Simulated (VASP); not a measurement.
Input of a VASP 6.6.1 run:

File INCAR:

```
SYSTEM = Tc
PREC     = Accurate       ! precision mode
ENCUT    = 900            ! plane-wave cutoff, eV
EDIFF    = 1E-8           ! SCF threshold, eV
ISMEAR   = 0              ! smearing method
SIGMA    = 0.05           ! smearing width, eV
LREAL    = .False.        ! projectors in reciprocal space
LASPH    = .True.         ! aspherical terms in the spheres
NELM     = 100            ! most SCF steps
ALGO     = Normal         ! electronic algorithm
ISIF     = 2              ! what is computed and relaxed
LWAVE    = .False.        ! write WAVECAR
LCHARG   = .False.        ! write CHGCAR
GGA      = PE             ! functional
ADDGRID  = .False.
```

KPOINTS

```
regular mesh
0
Gamma
  14 14 8
  0 0 0
```

POSCAR

```
Tc
1.0
    2.7400000000      0.0000000000      0.0000000000
   -1.3700000000      2.3729096064      0.0000000000
    0.0000000000      0.0000000000      4.3980000000
Tc
2
Direct
    0.6666666667      0.3333333333      0.7500000000
    0.3333333333      0.6666666667      0.2500000000
```

Potentials or basis: VASP PAW PBE potentials, release 64 (Tc_pv).

The run is started by

```bash
$ cat potpaw_PBE.64/Tc_pv/POTCAR > POTCAR
$ mpirun -np 1 vasp_std > vasp.out
```

Question: What does it give for the band gap on the k mesh?

Answer: None (metal or under the smearing width).

Question: Estimate the pressure.

Answer: 2.3 GPa.

Stress tensor (GPa, compression positive):
```
2.56 0.00 0.00
0.00 2.56 0.00
0.00 0.00 1.80
```
